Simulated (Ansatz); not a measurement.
Here is an Ansatz 0.2.0 calculation.

input.yaml

```yaml
crystal:
  lattice:
    - [0.0, 2.256, 2.256]
    - [2.256, 0.0, 2.256]
    - [2.256, 2.256, 0.0]
  atoms:
    - { symbol: Hf, position: [0.0, 0.0, 0.0] }
    - { symbol: "N", position: [0.5, 0.5, 0.5] }
hamiltonian:
  xc: pbe
  pseudopotentials: { kind: paw }
kpoints:
  mp_grid: { grid: [10, 10, 10] }
scf:
  occupations: { method: gaussian, width: 0.021 }
output:
  forces: true
  stress: true
  eigenvalues: true
```

Potentials or basis: Ansatz PAW.

Launch:

```console
$ ansatz run input.yaml --threads 2 --pin off --max-ram 5632MiB --backend cpu --events-out ev --progress --plain --runs-dir out
```

**Question.** Estimate the band gap on the k mesh.

**Answer.** None (metal or under the smearing width).

**Question.** What does it give for the pressure?

**Answer.** 6.6 GPa.

Caveat: the pressure holds a Pulay correction of +0.5 GPa for the finite cutoff. The run has no spin-orbit coupling, so splittings on Hf are missing.
